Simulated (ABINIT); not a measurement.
Crystal: MgTe.

```
Te Mg
1.0
     0.00000    3.23200    3.23200
     3.23200    0.00000    3.23200
     3.23200    3.23200    0.00000
Te Mg
1 1
Direct
  0.25000 0.25000 0.25000
  0.00000 0.00000 0.00000
```

The cell comes from a database or a generator and needn't be the stable form of this composition.

Base run:

- Program: ABINIT 10.8.3 (patched build)
- Functional: BLYP
- Potentials or basis: JTH PAW PBE v2.0
- Cutoff: 626 eV
- k mesh: 7 × 7 × 7
- Occupations: fermi-dirac, width 0.05 eV
- Spin: no spin polarisation

Its results: band gap on the k mesh 2.50 eV, direct; pressure 2.1 GPa.

**Question.** After a change of settings the same cell gave: band gap on the k mesh 2.19 eV, direct; pressure -1.4 GPa. Which change was it?
A. functional from BLYP to RPBE
B. functional from BLYP to revPBE
C. functional from BLYP to PW91
D. functional from BLYP to LDA

**Answer.** D.

LDA binds more tightly than BLYP, so the same cell stands under less pressure.

Caveats: the PAW data sets were made with another functional, which shifts forces and pressure a little; spin-orbit coupling is left out, which moves the levels of the heavy elements.
